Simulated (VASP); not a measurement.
# Sn (Fd-3m) in VASP: settings compared

One crystal, Sn, is run at these levels: r2SCAN, PBE; tasks: band structure.

All numbers are computed with VASP 6.6.1; they aren't measurements. Logs are shortened: lines on timing, memory, paths and dates and some standing lists are left out, and cuts for length are marked.

**1. The crystal as given**

The structure is cubic, space group Fd-3m (No. 227). The conventional cell has a = 6.537 Å, b = 6.537 Å, c = 6.537 Å, α = 90.00°, β = 90.00°, γ = 90.00°. Around Sn (site symmetry -43m) lie 4 Sn at 2.83 Å.

This isn't the form of Sn at room conditions, which is tetragonal (white tin).

**2. Band structure, r2SCAN**

The input, INCAR:

```
PREC = Accurate
ENCUT = 520
EDIFF = 1E-6
ISMEAR = 0
SIGMA = 0.03
LREAL = F
LASPH = T
NELM = 80
ALGO = Normal
ISIF = 2
LWAVE = F
LCHARG = F
METAGGA = R2SCAN
LMIXTAU = T
KPAR = 4
```

The input, KPOINTS:

```
Automatic mesh
0
Gamma
  10 10 10
```

The input, POSCAR:

```
Sn                                      
1.0
    0.0000000000      3.2685833779      3.2685833779
    3.2685833779      0.0000000000      3.2685833779
    3.2685833779      3.2685833779      0.0000000000
  Sn            
     2
Direct
     0.0000000000000000    0.0000000000000000    0.0000000000000000
     0.2500000000000000    0.2500000000000000    0.2500000000000000
```

The input, KPOINTS_OPT:

```
explicit points
302
Reciprocal
 0.0000000000  0.0000000000  0.0000000000 1
 0.0263157895  0.0000000000  0.0263157895 1
 0.0526315789  0.0000000000  0.0526315789 1
 0.0789473684  0.0000000000  0.0789473684 1
 0.1052631579  0.0000000000  0.1052631579 1
 0.1315789474  0.0000000000  0.1315789474 1
[... 294 lines left out ...]
 0.4872642400  0.0127357600  0.5000000000 1
 0.5127357600 -0.0127357600  0.5000000000 1
```

Potentials or basis: VASP PAW PBE potentials, release 64 (Sn_d).

Started as:

```
$ cat potpaw_PBE.64/Sn_d/POTCAR > POTCAR
$ mpirun -np 4 vasp_std > vasp.out
```

OUTCAR:

```text
PREC = Accurate
   ENCUT = 520
   EDIFF = 1E-6
   ISMEAR = 0
   LREAL = F
   LASPH = T
   NELM = 80
   ISIF = 2
   METAGGA = R2SCAN

 ion  position               nearest neighbor table
   1  0.000  0.000  0.000-   2 2.83   2 2.83   2 2.83   2 2.83
   2  0.250  0.250  0.250-   1 2.83   1 2.83   1 2.83   1 2.83

  LATTYP: Found a face centered cubic cell.
 ALAT       =     6.5371667558

  Lattice vectors:

 A1 = (   0.0000000000,   3.2685833779,   3.2685833779)
 A2 = (   3.2685833779,   0.0000000000,   3.2685833779)
 A3 = (   3.2685833779,   3.2685833779,   0.0000000000)

Analysis of symmetry for initial positions (statically):
=====================================================================
 Subroutine PRICEL returns:
 Original cell was already a primitive cell.

 Routine SETGRP: Setting up the symmetry group for a
 face centered cubic supercell.

 Subroutine GETGRP returns: Found 48 space group operations
 (whereof 24 operations were pure point group operations)
 out of a pool of 48 trial point group operations.

The static configuration has the point symmetry T_d .
 The point group associated with its full space group is O_h .

Analysis of symmetry for dynamics (positions and initial velocities):
=====================================================================
 Subroutine PRICEL returns:
 Original cell was already a primitive cell.

 Routine SETGRP: Setting up the symmetry group for a
 face centered cubic supercell.

 Subroutine GETGRP returns: Found 48 space group operations
 (whereof 24 operations were pure point group operations)
 out of a pool of 48 trial point group operations.

The dynamic configuration has the point symmetry T_d .
 The point group associated with its full space group is O_h .

 Subroutine INISYM returns: Found 48 space group operations
 (whereof 24 operations are pure point group operations),
 and found     1 'primitive' translations

----------------------------------------------------------------------------------------

                                     Primitive cell

  volume of cell :      69.8407

  direct lattice vectors                    reciprocal lattice vectors
     0.000000000  3.268583378  3.268583378    -0.152971469  0.152971469  0.152971469
     3.268583378  0.000000000  3.268583378     0.152971469 -0.152971469  0.152971469
     3.268583378  3.268583378  0.000000000     0.152971469  0.152971469 -0.152971469

  length of vectors
     4.622474943  4.622474943  4.622474943     0.264954356  0.264954356  0.264954356

  position of ions in fractional coordinates (direct lattice)
     0.000000000  0.000000000  0.000000000
     0.250000000  0.250000000  0.250000000

  ion indices of the primitive-cell ions
   primitive index   ion index
                 1           1
                 2           2

----------------------------------------------------------------------------------------

 KPOINTS: Automatic mesh

Automatic generation of k-mesh.
 Grid dimensions read from file:
 generate k-points for:   10   10   10

 Generating k-lattice:

  Cartesian coordinates                     Fractional coordinates (reciprocal lattice)
    -0.015297147  0.015297147  0.015297147     0.100000000  0.000000000  0.000000000
     0.015297147 -0.015297147  0.015297147     0.000000000  0.100000000  0.000000000
     0.015297147  0.015297147 -0.015297147     0.000000000  0.000000000  0.100000000

  Length of vectors
     0.026495436  0.026495436  0.026495436

  Shift w.r.t. Gamma in fractional coordinates (k-lattice)
     0.000000000  0.000000000  0.000000000

 Subroutine IBZKPT returns following result:
 ===========================================

 Found     47 irreducible k-points:

 Following reciprocal coordinates:
            Coordinates               Weight
  0.000000  0.000000  0.000000      1.000000
  0.100000  0.000000  0.000000      8.000000
  0.200000  0.000000  0.000000      8.000000
  0.300000  0.000000  0.000000      8.000000
  0.400000  0.000000  0.000000      8.000000
  0.500000  0.000000  0.000000      4.000000
[... 16 lines left out ...]
  0.300000  0.300000  0.000000      6.000000
  0.400000  0.300000  0.000000     24.000000
 [... further k-points ...]
   k-points           NKPTS =     47   k-points in BZ     NKDIM =     47   number of bands    NBANDS=     18
   number of dos      NEDOS =    301   number of ions     NIONS =      2
   total plane-waves  NPLWV =  46656
   dimension x,y,z NGX =    36 NGY =   36 NGZ =   36
   dimension x,y,z NGXF=    72 NGYF=   72 NGZF=   72
   ions per type =               2
   NGX,Y,Z   is equivalent  to a cutoff of  12.95, 12.95, 12.95 a.u.
   NGXF,Y,Z  is equivalent  to a cutoff of  25.89, 25.89, 25.89 a.u.
 SYSTEM =  unknown system
   PREC   = accura    normal or accurate (medium, high low for compatibility)
   ISTART =      0    job   : 0-new  1-cont  2-samecut
   ICHARG =      2    charge: 1-file 2-atom 10-const
   ISPIN  =      1    spin polarized calculation?
   LNONCOLLINEAR =      F non collinear calculations
   LSORBIT =      F    spin-orbit coupling
   LASPH  =      T    aspherical Exc in radial PAW
   ENCUT  =  520.0 eV  38.22 Ry    6.18 a.u.   8.59  8.59  8.59*2*pi/ulx,y,z
   NELM   =     80;   NELMIN=  2; NELMDL= -5     # of ELM steps
   EDIFF  = 0.1E-05   stopping-criterion for ELM
   LREAL  =      F    real-space projection
   EDIFFG = 0.1E-04   stopping-criterion for IOM
   NSW    =      0    number of steps for IOM
   IBRION =     -1    ionic relax: 0-MD 1-quasi-New 2-CG
   NFREE  =      0    steps in history (QN), initial steepest desc. (CG)
   ISIF   =      2    stress and relaxation
   ISYM   =      2    0-nonsym 1-usesym 2-fastsym
   POTIM  = 0.5000    time-step for ionic-motion
   TEBEG  =    0.0;   TEEND  =   0.0 temperature during run
   PSTRESS=    0.0 pullay stress
   NELECT =      28.0000    total number of electrons
   NUPDOWN=      -1.0000    fix difference up-down
   EMIN   =  10.00;   EMAX   =-10.00  energy-range for DOS
   EFERMI =   0.00;   METHOD = LEGACY
   ISMEAR =     0;   SIGMA  =   0.03  broadening in eV -4-tet -1-fermi 0-gaus
   EFERMI_NEDOS =   21; number of points for ismear=-14 and -15
   IALGO  =     38    algorithm
   IMIX   =      4    mixing-type and parameters
     AMIX     =   0.40;   BMIX     =  1.00
     AMIX_MAG =   1.60;   BMIX_MAG =  1.00
  volume/ion in A,a.u.               =      34.92       235.65
  Fermi-wavevector in a.u.,A,eV,Ry     =   1.207141  2.281165 19.826260  1.457189
  Thomas-Fermi vector in A             =   2.342787
   LORBIT       =      0    0 simple, 1 ext, 2 COOP (PROOUT), +10 PAW based schemes
   METAGGA = R2SCAN    functional components
   LHFCALC =     F    Hartree Fock is set to
   AEXX    =    0.0000 exact exchange contribution
   IVDW    =     0    specifies the selected vdW correction
   LEPSILON=     F    determine dielectric tensor
   LRPA    =     F    only Hartree local field effects (RPA)
 non-spin polarized calculation
 Gauss-broadening in eV      SIGMA  =   0.03
  energy-cutoff  :      520.00
  volume of cell :       69.84
 maximum number of plane-waves:      1901
 NGX is ok and might be reduce to    36
   NGX = 17   NGY = 17   NGZ = 17

 number of electron      27.9999987 magnetization

 Free energy of the ion-electron system (eV)
  ---------------------------------------------------
  ext. energy  EPLUGINS =         0.00000000
  ---------------------------------------------------
  free energy    TOTEN  =       -49.49175645 eV

  energy without entropy =      -49.49171010  energy(sigma->0) =      -49.49173328

 E-fermi :   5.3621     XC(G=0):  -9.4885

 val. band max:        5.3529255104   @ k =   0.0000   0.0000   0.0000
 cond. band min:       5.4410932819   @ k =   0.5000   0.0000   0.0000
 fundamental gap:      0.0881677715
 Fermi energy:         5.3620523273

 k-point     1 :       0.0000    0.0000    0.0000
  band No.  band energies     occupation
      1     -17.0123      2.00000
      2     -17.0123      2.00000
      3     -17.0123      2.00000
      4     -16.9486      2.00000
      5     -16.9486      2.00000
      6     -16.6429      2.00000
[... 10 lines left out ...]
     17       7.5678      0.00000
     18       7.5678      0.00000

 k-point     2 :       0.1000    0.0000    0.0000
  band No.  band energies     occupation
      1     -17.0197      2.00000
      2     -17.0197      2.00000
      3     -17.0098      2.00000
      4     -16.9382      2.00000
      5     -16.9382      2.00000
      6     -16.6565      2.00000
[... 10 lines left out ...]
     17       7.8248      0.00000
     18       8.0403      0.00000

 k-point     3 :       0.2000    0.0000    0.0000
  band No.  band energies     occupation
      1     -17.0325      2.00000
      2     -17.0325      2.00000
      3     -17.0035      2.00000
      4     -16.9182      2.00000
      5     -16.9182      2.00000
      6     -16.6744      2.00000
[... 10 lines left out ...]
     17       8.3090      0.00000
     18       9.3213      0.00000

 k-point     4 :       0.3000    0.0000    0.0000
  band No.  band energies     occupation
      1     -17.0421      2.00000
      2     -17.0421      2.00000
      3     -16.9953      2.00000
      4     -16.9008      2.00000
      5     -16.9008      2.00000
      6     -16.6876      2.00000
[... 375 lines left out ...]
      4     -16.9019      2.00000
      5     -16.8707      2.00000
      6     -16.7230      2.00000
[... 10 lines left out ...]
     17       9.0617      0.00000
     18       9.7598      0.00000

 k-point    23 :       0.3000    0.3000    0.0000
  band No.  band energies     occupation
      1     -17.0479      2.00000
      2     -17.0479      2.00000
      3     -17.0056      2.00000
      4     -16.8807      2.00000
      5     -16.8233      2.00000
      6     -16.8031      2.00000
[... 10 lines left out ...]
     17      11.0644      0.00000
     18      11.0644      0.00000

 k-point    24 :       0.4000    0.3000    0.0000
  band No.  band energies     occupation
      1     -17.0618      2.00000
      2     -17.0548      2.00000
      3     -16.9822      2.00000
      4     -16.8590      2.00000
      5     -16.8290      2.00000
      6     -16.7983      2.00000
[... 10 lines left out ...]
     17      11.0267      0.00000
     18      11.4968      0.00000

 [... further k-points ...]

------------------------ aborting loop because EDIFF is reached ----------------------------------------

  FORCE on cell =-STRESS in cart. coord.  units (eV):
  Direction    XX          YY          ZZ          XY          YZ          ZX
  --------------------------------------------------------------------------------------
  -------------------------------------------------------------------------------------
  Total        0.2342635      0.2342635      0.2342635      0.0000000      0.0000000     -0.0000000
  in kB        5.3741106      5.3741106      5.3741106      0.0000000      0.0000000     -0.0000000
  external PRESSURE =       5.3741106 kB  Pullay stress =       0.0000000 kB

 VOLUME and BASIS-vectors are now :
 -----------------------------------------------------------------------------
  energy-cutoff  :      520.00
  volume of cell :       69.84
      direct lattice vectors                 reciprocal lattice vectors
     0.000000000  3.268583378  3.268583378    -0.152971469  0.152971469  0.152971469
     3.268583378  0.000000000  3.268583378     0.152971469 -0.152971469  0.152971469
     3.268583378  3.268583378  0.000000000     0.152971469  0.152971469 -0.152971469

 POSITION                                       TOTAL-FORCE (eV/Angst)
 -----------------------------------------------------------------------------------
      0.00000      0.00000      0.00000        -0.000000      0.000000      0.000000
      1.63429      1.63429      1.63429         0.000000     -0.000000     -0.000000
 -----------------------------------------------------------------------------------
    total drift:                                0.000000      0.000000      0.000000

  FREE ENERGIE OF THE ION-ELECTRON SYSTEM (eV)
  ---------------------------------------------------
  free  energy   TOTEN  =       -49.4917564509 eV

  energy  without entropy=      -49.4917100997  energy(sigma->0) =      -49.49173328
```

It took 3 min on 4 MPI ranks of Intel Xeon Platinum 8375C at 2.90GHz (Ice Lake), shared host; peak memory 0.28 GiB.

What came out:

| Quantity | Value |
| --- | --- |
| Free energy | -49.4918 eV |
| Pressure | 0.5 GPa |
| Band gap along the path | none (metal or under the smearing width) |

Levels at the corners of the path, in eV from the Fermi level:
```
point  band 10  band 11  band 12  band 13  band 14  band 15  band 16  band 17  band 18
    Γ   -21.99   -11.00    -0.53    -0.01    -0.01    -0.01     2.21     2.21     2.21
    X   -21.93    -7.80    -7.80    -2.62    -2.62     0.93     0.93     8.00     8.00
    X   -21.93    -7.80    -7.80    -2.62    -2.62     0.93     0.93     8.00     8.00
    W   -21.91    -7.74    -7.74    -3.18    -3.18     3.58     3.58     4.20     4.20
    W   -21.91    -7.74    -7.74    -3.18    -3.18     3.58     3.58     4.20     4.20
    K   -21.90    -8.22    -7.29    -3.52    -2.25     1.21     3.52     5.99     6.21
    K   -21.90    -8.22    -7.29    -3.52    -2.25     1.21     3.52     5.99     6.21
    Γ   -21.99   -11.00    -0.53    -0.01    -0.01    -0.01     2.21     2.21     2.21
    Γ   -21.99   -11.00    -0.53    -0.01    -0.01    -0.01     2.21     2.21     2.21
    L   -21.95    -9.32    -6.52    -1.25    -1.25     0.08     3.34     3.34     5.95
    L   -21.95    -9.32    -6.52    -1.25    -1.25     0.08     3.34     3.34     5.95
    U   -21.90    -8.22    -7.29    -3.52    -2.25     1.21     3.52     5.99     6.21
    U   -21.90    -8.22    -7.29    -3.52    -2.25     1.21     3.52     5.99     6.21
    W   -21.91    -7.74    -7.74    -3.18    -3.18     3.58     3.58     4.20     4.20
    W   -21.91    -7.74    -7.74    -3.18    -3.18     3.58     3.58     4.20     4.20
    L   -21.95    -9.32    -6.52    -1.25    -1.25     0.08     3.34     3.34     5.95
    L   -21.95    -9.32    -6.52    -1.25    -1.25     0.08     3.34     3.34     5.95
    K   -21.90    -8.22    -7.29    -3.52    -2.25     1.21     3.52     5.99     6.21
    U   -21.90    -8.22    -7.29    -3.52    -2.25     1.21     3.52     5.99     6.21
    X   -21.93    -7.80    -7.80    -2.62    -2.62     0.93     0.93     8.00     8.00
```

Caveat: the PAW data sets were made with another functional, which shifts forces and pressure a little; spin-orbit coupling is left out, which moves the levels of the heavy elements.

(Part 1 of 2 ends here.)
